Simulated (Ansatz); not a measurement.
Set up this calculation in Ansatz 0.2.0, as the native input.

| Property | Result |
| --- | --- |
| Task | band structure |
| Functional | LDA |
| Potentials or basis | all-electron LAPW, scalar-relativistic |
| Cutoff | 260 eV (chosen from the basis error) |
| Basis error allowed | 0.001 eV/atom |
| k mesh | 11 × 11 × 6 |
| Occupations | fermi-dirac, width 0.05 eV |
| Spin | no spin polarisation |

The system is Pd.

```
Pd
1.0
     2.78367    0.00000    0.00000
    -1.39183    2.41072    0.00000
     0.00000    0.00000    4.62889
Pd
2
Direct
  0.33333 0.66667 0.25000
  0.66667 0.33333 0.75000
```

This isn't the form of Pd at room conditions, which is fcc.

One way to write it, as run:

input.yaml

```yaml
crystal:
  lattice:
    - [2.7836650458, 0.0, 0.0]
    - [-1.3918325229, 2.4107246453, 0.0]
    - [0.0, 0.0, 4.628893]
  atoms:
    - { symbol: Pd, position: [0.3333333333, 0.6666666667, 0.25] }
    - { symbol: Pd, position: [0.6666666667, 0.3333333333, 0.75] }
kpoints:
  mp_grid: { grid: [11, 11, 6] }
  band_path:
    path:
      - [0.0, 0.0, 0.0]
      - [0.5, 0.0, 0.0]
      - [0.3333333333, 0.3333333333, 0.0]
      - [0.0, 0.0, 0.0]
      - [0.0, 0.0, 0.5]
      - [0.5, 0.0, 0.5]
      - [0.3333333333, 0.3333333333, 0.5]
      - [0.0, 0.0, 0.5]
    npoints: 10
scf:
  occupations: { method: fermi_dirac, width: 0.05 }
hamiltonian:
  xc: lda
  pseudopotentials: { kind: all_electron, lapw: { basis_error: 0.001 } }
output:
  forces: true
  stress: true
  eigenvalues: true
```

Potentials or basis: all-electron LAPW, scalar-relativistic.

Launch:

```console
$ ansatz run input.yaml --threads 1 --pin off --max-ram 3072MiB --backend cpu --events-out ev --progress --plain --runs-dir out
```

Results of the run:

| Property | Result |
| --- | --- |
| Pressure | -15.7 GPa |
| Band gap along the path | none (metal or under the smearing width) |

Run time: 48 s on 1 thread of Arm Neoverse N1, on a shared host, peak memory 0.36 GiB.
